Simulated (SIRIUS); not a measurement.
## Ag in SIRIUS: the effect of potentials

Crystal: Ag.

```
Ag
1.0
     5.53744    0.00000    0.00000
    -2.76872    4.79557    0.00000
     0.00000    0.00000    2.80319
Ag
4
Direct
  0.50000 0.00000 0.00000
  0.00000 0.50000 0.00000
  0.50000 0.50000 0.00000
  0.00000 0.00000 0.50000
```

The cell was built by a generator and needn't be a form met in nature.

Alike in all runs:

```yaml
Program: SIRIUS 7.10.0
Task: single point
Functional: PBE
k_mesh: 3 × 3 × 5
Occupations: fermi-dirac, width 0.05 eV
Spin: no spin polarisation
```

```tsv
potentials	cutoff	pressure (GPa)
PseudoDojo 0.4.1 PBE standard (scalar relativistic)	1127 eV	-0.5
SPMS 1.0 PBE (norm-conserving)	1127 eV	-0.3
in-house norm-conserving set, PBE (scalar relativistic)	960 eV	-0.4
GBRV 1.5 PBE (ultrasoft)	557 eV	?
SG15 1.2 PBE (norm-conserving)	1127 eV	-0.4
PseudoDojo 0.5 PBE standard (scalar relativistic)	1127 eV	-0.5
SSSP 1.3.0 PBE efficiency	828 eV	-0.5
```

What does the run with potentials GBRV 1.5 PBE (ultrasoft) give?

Pressure -2.0 GPa.

Caveats: all runs use coarse meshes.
